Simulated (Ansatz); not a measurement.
Electrostatic potentials at the Se nuclei in Mo3Se4

Cell: a Materials Project structure (computed, not necessarily an observed phase).

Space group R-3:H (No. 148); a = 9.6864, c = 11.3579 Å, γ = 120.00°.

```
site  Wyckoff  site symmetry       x       y       z
  Mo      18f              1  0.9812  0.1509  0.6046
 Se7       6c             3.  0.0000  0.0000  0.7836
 Se9      18f              1  0.2894  0.3255  0.5825
```

One atom of each set is listed; the run and its k-mesh use a cell of 14 atoms with edges of 6.75, 6.75, 6.75 Å.

The numbers come from a DFT calculation in Ansatz (PBE, plane waves and PAW (field gradients read without the response of the frozen cores, which leaves them typically 4 to 6 % off), scalar-relativistic, 420 eV cutoff, Γ-centred 5×5×5 k-points, Fermi–Dirac smearing 0.05 eV).

The potential at a nucleus is that of all electrons and the other nuclei. A higher potential binds the core electrons more strongly, so differences between sites of one element are the initial-state part of core-level shifts.

**Question.** Rank the Se sites by the potential at the nucleus, lowest first, and give each against the lowest.
A. Se9: 4 Mo at 2.56–2.65 Å
B. Se7: 3 Mo at 2.56 Å

**Answer.** B (0.00 V), A (0.40 V).
